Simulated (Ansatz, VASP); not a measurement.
## Two plane-wave programs on Rb

```
CELL_PARAMETERS angstrom
-3.03375 3.03375 2.83528
3.03375 -3.03375 2.83528
2.63681 2.63681 -2.83528
ATOMIC_POSITIONS crystal
Rb 0.00000 0.00000 0.00000
```

Change from the starting cell: engineering shear strain xy -0.1400, strain +e along x and -e along y +0.0000.

Alike in both runs: task single point; functional PBE; k mesh 12 × 12 × 12; occupations gaussian, width 0.15 eV; no spin polarisation.

|  | VASP | Ansatz |
| --- | --- | --- |
| version | VASP 6.6.1 | Ansatz 0.2.0 |
| potentials or method | VASP PAW PBE potentials, release 64 (Rb_sv) | scalar-relativistic, plane waves, PAW |
| plane-wave cutoff (eV) | 520 | 420 |
| valence electrons in the cell | 9 | 9 |

```tsv
	VASP	Ansatz	Ansatz less VASP
gap on the k mesh at the Fermi level (eV)	none	none	-
pressure (GPa)	0.0	0.0	0.00
largest component of the traceless stress (GPa)	0.27	0.27	-0.001
```

A gap of «none» marks a metal or a gap that the smearing closes.
